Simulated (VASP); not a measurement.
Set up this calculation in VASP 6.6.1, as the native input.

| Quantity | Value |
| --- | --- |
| Task | single point |
| Functional | PBE |
| Potentials or basis | VASP PAW PBE potentials, release 64 (Si) |
| Cutoff | 520 eV |
| k mesh | 12 × 12 × 6 |
| Occupations | gaussian, width 0.02 eV |
| Spin | no spin polarisation |
| Dipole correction | no |
| Further INCAR settings | ALGO = Normal; EDIFF = 1e-07; NBANDS = 16 |

The structure of Si lies in POSCAR:

```
Si
1.0
    3.8512806261      0.0000000000      0.0000000000
   -1.9256403131      3.3353068593      0.0000000000
    0.0000000000      0.0000000000      6.3650227259
Si
4
Direct
    0.3333333333      0.6666666667      0.0629309404
    0.6666666667      0.3333333333      0.5629309404
    0.3333333333      0.6666666667      0.4370690596
    0.6666666667      0.3333333333      0.9370690596
```

This isn't the form of Si at room conditions, which is diamond.

The input as run:

INCAR

```
PREC = Accurate
ENCUT = 520
EDIFF = 1E-7
ISMEAR = 0
SIGMA = 0.02
LREAL = False
LASPH = True
NELM = 100
ALGO = Normal
ISIF = 2
LWAVE = False
LCHARG = False
GGA = PE
NBANDS = 16
```

KPOINTS

```
regular mesh
0
Gamma
  12 12 6
```

Potentials or basis: VASP PAW PBE potentials, release 64 (Si).

Run with:

```sh
$ cat potpaw_PBE.64/Si/POTCAR > POTCAR
$ mpirun -np 1 vasp_std > vasp.out
```

Results of the run:

| Property | Result |
| --- | --- |
| Pressure | -0.1 GPa |
| Band gap on the k mesh | 0.45 eV, indirect (least direct gap 0.99 eV) |

It took 50 s on 1 thread of Intel(R) Xeon(R) 6975P-C (Granite Rapids), on a shared host, peak memory 0.22 GiB.
